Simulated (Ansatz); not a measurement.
# Si7O16: the cost of one run

Method: DFT PBEsol, plane waves, PAW, scalar-relativistic, no spin polarisation, in Ansatz 0.2.0.

## (1) The starting structure

The cell holds 23 atoms (O16Si7): a = 5.872 Å, b = 5.872 Å, c = 5.318 Å, α = 90.00°, β = 90.00°, γ = 90.00°.

Its coordinates follow in the input file.

## (2) End point A

input.yaml

```yaml
crystal:
  lattice:
    - [-4.152, -4.152, 0.0]
    - [4.152, -4.152, 0.0]
    - [0.0, 0.0, 5.318]
  atoms:
    - { symbol: Si, position: [0.4996852, 0.5026884, 0.0012867] }
    - { symbol: Si, position: [-0.0077102, 0.4978131, 0.2524604] }
    - { symbol: O, position: [0.1858784, 0.4969649, -0.0007757] }
    - { symbol: O, position: [0.004763, 0.1946177, 0.2506191] }
    - { symbol: O, position: [0.8049837, 0.5000778, 0.0015774] }
    - { symbol: O, position: [-0.0047983, 0.8168983, 0.2534658] }
    - { symbol: Si, position: [0.4959523, 0.4988874, 0.4972141] }
    - { symbol: Si, position: [0.0010591, 0.5020131, 0.7450052] }
    - { symbol: O, position: [0.1938082, 0.5026645, 0.500394] }
    - { symbol: O, position: [0.0019465, 0.1933241, 0.750658] }
    - { symbol: O, position: [0.8125223, 0.5008197, 0.508302] }
    - { symbol: O, position: [0.0073936, 0.8104124, 0.7521523] }
    - { symbol: Si, position: [-7.92e-05, -0.0061492, -0.0023285] }
    - { symbol: Si, position: [0.4940514, -0.0045862, 0.2550082] }
    - { symbol: O, position: [0.684858, -0.00837, 0.0013447] }
    - { symbol: O, position: [0.4974195, 0.6927837, 0.2496415] }
    - { symbol: O, position: [0.3057652, 0.0060128, -0.0019512] }
    - { symbol: O, position: [0.5024397, 0.3089545, 0.2471573] }
    - { symbol: Si, position: [0.0015401, -0.0030667, 0.5078807] }
    - { symbol: O, position: [0.6948332, 0.0012502, 0.507781] }
    - { symbol: O, position: [0.5026252, 0.6884936, 0.7523906] }
    - { symbol: O, position: [0.3058171, 0.005113, 0.4983528] }
    - { symbol: O, position: [0.494487, 0.3055464, 0.7546674] }
basis:
  ecutwfc: 420.0
kpoints:
  mp_grid: { grid: [2, 2, 2] }
hamiltonian:
  xc: pbesol
  pseudopotentials: { kind: paw, azcp: { folder: soft_1 } }
scf:
  occupations: { method: gaussian, width: 0.05 }
  lower_state_search: "off"
relax:
  f_tol: 0.03
  max_steps: 60
  adjacent_minimum: "off"
```

Started as:

```bash
> ansatz run input.yaml --threads 1 --pin off --max-ram 3072MiB --backend cpu --events-out ev --progress --plain --runs-dir out
```

What time and memory should one allow on 1 thread of Intel Xeon 6975P-C (Granite Rapids), shared host?

About 14 s, with a peak of 0.49 GiB.
